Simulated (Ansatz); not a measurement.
# InSb: how the settings move a single-point run

How sensitive is a single-point run of InSb to its settings? A reference run comes first, then one run with altered input.

Program: Ansatz 0.2.0. Level of theory: reference: DFT, PBE, PAW with Ansatz's default frozen-core files, scalar-relativistic. These are calculated values, not measurements.

## Step 1: The starting structure

It takes space group F-43m (No. 216, cubic). Conventional cell: a = 6.478 Å, b = 6.478 Å, c = 6.478 Å, α = 90.00°, β = 90.00°, γ = 90.00°. In (site symmetry -43m) has 4 Sb at 2.81 Å as nearest neighbours. Sb (site symmetry -43m) has 4 In at 2.81 Å as nearest neighbours.

Coordinates:

```xyz
2
Lattice="0.0000 3.2391 3.2391 3.2391 0.0000 3.2391 3.2391 3.2391 0.0000" Properties=species:S:1:pos:R:3 pbc="T T T"
In    0.0000    0.0000    0.0000
Sb    4.8586    4.8586    4.8586
```

## Step 2: The reference run

input.yaml reads:

```yaml
crystal:
  lattice:
    - [0.0, 3.2391, 3.2391]
    - [3.2391, 0.0, 3.2391]
    - [3.2391, 3.2391, 0.0]
  atoms:
    - { symbol: In, position: [0.0, 0.0, 0.0] }
    - { symbol: Sb, position: [0.75, 0.75, 0.75] }
kpoints:
  mp_grid: { grid: [10, 10, 10] }
scf:
  occupations: { method: fermi_dirac, width: 0.03 }
hamiltonian:
  xc: pbe
  pseudopotentials: { kind: paw }
output:
  forces: true
  stress: true
  eigenvalues: true
  efg: { contact_densities: true }
basis:
  ecutwfc: 600
```

Started as:

```sh
ansatz run input.yaml --threads 1 --pin off --max-ram 2048MiB --backend cpu --events-out ev --progress --plain --runs-dir out
```

## Step 3: Variant: chi_scale 0.0, ecutwfc 600 eV

Edit input.yaml of step 2 so:

```diff
@@ -12,2 +12,3 @@
   occupations: { method: fermi_dirac, width: 0.03 }
+  initial_density: { chi_scale: 0.0 }
 hamiltonian:
@@ -20,3 +21,7 @@
   efg: { contact_densities: true }
+  write_density: true
+  write_potential: true
+  elf: true
+  volumetric_format: npy
 basis:
-  ecutwfc: 600
+  ecutwfc: "600 eV"
```

Before running it: what results should come out? Wanted: for each run, ending; energy change; pressure; gap; force.

The runs gave:

```tsv
run	ending	energy change	pressure (GPa)	gap (eV)	force (eV/Å)	cycles	time
reference	converged	0	3.1	0.00	0.00	6	11 s
1: chi_scale 0.0, ecutwfc 600 eV	converged	0.0 meV/atom	3.1	0.00	0.00	7	20 s
```

Times don't compare one to one where runs were asked for different outputs or read a saved state (see the inputs); cycles may leave out searches for a lower state.

Residual by cycle in the longest SCF loop of each run; runs are numbered as in the table. The quantity is the density residual dr2, in eV.

```tsv
cycle	reference	run 1
1	0.00571	0.46
2	5.8e-4	0.0705
3	6.4e-5	0.0104
4	1.3e-5	1.1e-4
5	3.5e-7	2.1e-6
6	6.3e-9	2.9e-7
7	-	1.4e-8
```

With the changed start the energy agrees within 0.5 meV/atom. Semilocal functionals close small gaps, so the missing gap need not be the real solid's.
